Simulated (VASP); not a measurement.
AgCl (distorted zincblende), PBE single-point calculation: Ansatz's output and VASP's

```yaml
crystal:
  lattice:
    - [-0.02200, 2.97580, 2.95050]
    - [3.04710, 0.04290, 2.88550]
    - [3.01970, 2.88350, 0.07030]
  atoms:
    - { symbol: Ag, position: [0.96770, 0.00570, 0.98950] }
    - { symbol: Cl, position: [0.24650, 0.23260, 0.23400] }
```

Ansatz printed

```
SCF 1 converged in 6 iterations: F = -8670.900675 eV  dr2 = 6.39e-9
  greatest PAW one-centre occupation: 1.000 electrons in one spin orbital (limit 2), on the Ag atom at site 0 (counted from 0), in its partial waves of l = 0
SCF converged after 6 iterations
Free energy (F): -8670.900675 eV
Harris-Foulkes:  -8670.900675 eV  (|F-HF|=5.07e-9)
Internal energy: -8670.900675 eV  (E = F + TS)
E sigma→0 (E₀):  -8670.900675 eV
Fermi energy:    6.493658 eV
--- Per-component energies (eV) ---
  E_band       = -418.436954
  E_kinetic    = 689.992349
  E_local      = -3662.246668  (includes V_loc(G=0)·N_el)
  E_nonlocal   = 111.959967
  E_hartree    = 1604.805961
  E_xc         = -290.398569
  E_vxc        = -354.724216  (∫ρ·V_xc dr)
  E_paw        = -4564.411114  (= ΣΔE_a)
  E_vpaw       = -413.027301  (= ΣTr[D̂ρ^β])
  E_aug_tail   = 0.000401  (compensation charges beyond the density's cutoff)
  E_ewald      = -2560.603002
  E_smearing   = -0.000000  (= −TS)
  E_closure    = -0.000000  (closes the sum)
  Σ components = -8670.900675   (vs F -8670.900675, Δ=0.00e0)
--- Forces (eV/Å), atoms counted from 1 ---
  atom   1  Ag     0.01273263     0.15251307    -0.01476690
  atom   2  Cl    -0.01272195    -0.15247420     0.01476523
  max |Σ_I F_I| component: 3.89e-5 eV/Å
--- Stress (GPa, compression-positive) ---
        3.224781       0.155038      -1.059027
        0.155038       3.051694      -0.038800
       -1.059027      -0.038800       3.141695
  P = ⅓ Tr σ = 3.1394 GPa (31.394 kbar)
--- Band table (eV; the first three rows and the last of 112) ---
  k-point 0: bands = ["-83.8852", "-47.4251", "-47.4198", "-47.4139", "-9.2819", "1.3049", "1.4643", "1.6422", "3.5174", "3.5854", "5.7191", "5.8512", "5.9315", "7.0554", "13.5824", "13.8278", "14.2438"]
  k-point 1: bands = ["-83.8852", "-47.4253", "-47.4201", "-47.4139", "-9.2252", "1.3074", "1.4800", "1.6450", "3.5243", "3.5636", "5.1811", "5.6432", "5.7434", "7.9141", "13.3283", "13.9460", "14.0557"]
  k-point 2: bands = ["-83.8852", "-47.4256", "-47.4207", "-47.4141", "-9.1098", "1.2868", "1.6084", "1.6710", "3.5571", "3.6068", "4.2183", "5.3571", "5.4161", "9.1356", "12.6344", "13.9875", "14.3782"]
  k-point 111: bands = ["-83.8852", "-47.4255", "-47.4203", "-47.4147", "-9.0819", "1.3538", "1.5724", "1.7852", "3.5906", "3.6517", "3.7392", "5.1435", "5.3386", "9.6007", "12.5222", "14.1531", "14.5246"]
```

The two codes use different PAW datasets and cutoffs. VASP's cell holds 18 valence electrons and Ansatz's 26. Ansatz's stress includes a Pulay correction; VASP's doesn't.

Q: What does VASP give for the same cell and level of theory?

A: gap between bands v and c on the k mesh 1.12 eV; least direct gap on the k mesh 1.12 eV; pressure 3.0 GPa; largest force 0.15 eV/Å.

From OUTCAR

```
k-points           NKPTS =    112   k-points in BZ     NKDIM =    112   number of bands    NBANDS=     16

   NELECT =      18.0000    total number of electrons

   dimension x,y,z NGX =    32 NGY =   32 NGZ =   32
   dimension x,y,z NGXF=    64 NGYF=   64 NGZF=   64

  energy-cutoff  :      520.00
  volume of cell :       51.02
      direct lattice vectors                 reciprocal lattice vectors
    -0.022000000  2.975800000  2.950500000    -0.163032043  0.166595789  0.169685662
     3.047100000  0.042900000  2.885500000     0.162664409 -0.174672358  0.177383026
     3.019700000  2.883500000  0.070300000     0.165830570  0.177471023 -0.177756312

 k-points in reciprocal lattice and weights: KPOINTS created by Atomic Simulation Env
   0.00000000  0.00000000  0.00000000       0.005
   0.16666667  0.00000000 -0.00000000       0.009
   0.33333333 -0.00000000 -0.00000000       0.009
   0.50000000  0.00000000 -0.00000000       0.005
  -0.00000000  0.16666667  0.00000000       0.009
   0.16666667  0.16666667 -0.00000000       0.009
   0.33333333  0.16666667 -0.00000000       0.009
   0.50000000  0.16666667 -0.00000000       0.009
   ...

 E-fermi :   2.7811

 k-point     1 :       0.0000    0.0000    0.0000
  band No.  band energies     occupation
      1     -12.8640      2.00000
      2      -2.2750      2.00000
      3      -2.1164      2.00000
      4      -1.9391      2.00000
      5      -0.0613      2.00000
      6       0.0060      2.00000
      7       2.1369      2.00000
      8       2.2696      2.00000
      9       2.3505      2.00000
     10       3.4736      0.00000
     11      10.0681      0.00000
     12      10.3181      0.00000
     13      10.7388      0.00000
     14      14.5092      0.00000
     15      15.2301      0.00000
     16      15.3339      0.00000

 k-point     2 :       0.1667    0.0000   -0.0000
  band No.  band energies     occupation
      1     -12.8144      2.00000
      2      -2.3352      2.00000
      3      -2.0452      2.00000
      4      -1.8731      2.00000
      5      -0.0681      2.00000
      6      -0.0078      2.00000
      7       1.5841      2.00000
      8       2.0176      2.00000
      9       2.1033      2.00000
     10       4.3365      0.00000
     11       9.5119      0.00000
     12      10.5324      0.00000
     13      10.9851      0.00000
     14      13.9525      0.00000
     15      14.5603      0.00000
     16      15.5548      0.00000

 k-point     3 :       0.3333   -0.0000   -0.0000
  band No.  band energies     occupation
      1     -12.7134      2.00000
      2      -2.3707      2.00000
      3      -1.9028      2.00000
      4      -1.7405      2.00000
      5      -0.0345      2.00000
      6       0.0034      2.00000
      7       0.5618      2.00000
      8       1.6632      2.00000
      9       1.7549      2.00000
     10       5.5970      0.00000
     11       8.9463      0.00000
     12      10.7540      0.00000
     13      11.2275      0.00000
     14      14.2014      0.00000
     15      14.7453      0.00000
     16      14.8885      0.00000

 k-point     4 :       0.5000    0.0000   -0.0000
  band No.  band energies     occupation
      1     -12.6620      2.00000
      2      -2.3313      2.00000
      3      -1.8338      2.00000
      4      -1.6749      2.00000
      5       0.0147      2.00000
      6       0.0404      2.00000
      7       0.0757      2.00000
      8       1.4442      2.00000
      9       1.5635      2.00000
     10       6.1404      0.00000
     11       8.9480      0.00000
     12      10.7226      0.00000
     13      11.2007      0.00000
     14      14.3656      0.00000
     15      15.7241      0.00000
     16      15.9606      0.00000

 k-point     5 :      -0.0000    0.1667    0.0000
  band No.  band energies     occupation
      1     -12.8115      2.00000
      2      -2.2389      2.00000
      3      -2.0893      2.00000
      4      -2.0139      2.00000
      5      -0.0468      2.00000
      6      -0.0090      2.00000
      7       1.5319      2.00000
      8       2.1698      2.00000
      9       2.2174      2.00000
     10       4.2943      0.00000
     11       9.6932      0.00000
     12      10.3924      0.00000
     13      10.6583      0.00000
     14      13.9914      0.00000
     15      14.2772      0.00000
     16      15.3487      0.00000

 k-point     6 :       0.1667    0.1667   -0.0000
  band No.  band energies     occupation
      1     -12.7922      2.00000
      2      -2.3159      2.00000
      3      -2.0372      2.00000
      4      -1.9465      2.00000
      5      -0.0758      2.00000
      6       0.0037      2.00000
      7       1.6883      2.00000
      8       1.8690      2.00000
      9       1.9773      2.00000
     10       4.6180      0.00000
     11       9.3144      0.00000
     12      10.6223      0.00000
     13      10.8821      0.00000
     14      12.9858      0.00000
     15      14.7164      0.00000
     16      17.0551      0.00000

 ...

  Total        0.9891387      0.9349692      0.9637533      0.0497370     -0.0138084     -0.3356793
  in kB       31.0639830     29.3627870     30.2667528      1.5619943     -0.4336545    -10.5420370
  external PRESSURE =      30.2311743 kB  Pullay stress =       0.0000000 kB

 POSITION                                       TOTAL-FORCE (eV/Angst)
 -----------------------------------------------------------------------------------
      2.98407      5.73315      2.94121         0.012803      0.151665     -0.014655
      1.40994      1.41825      1.41492        -0.012803     -0.151665      0.014655
 -----------------------------------------------------------------------------------
    total drift:                               -0.000093      0.000226      0.000255

  FREE ENERGIE OF THE ION-ELECTRON SYSTEM (eV)
  ---------------------------------------------------
  free  energy   TOTEN  =        -5.4068516205 eV

  energy  without entropy=       -5.4068516205  energy(sigma->0) =       -5.40685162
```
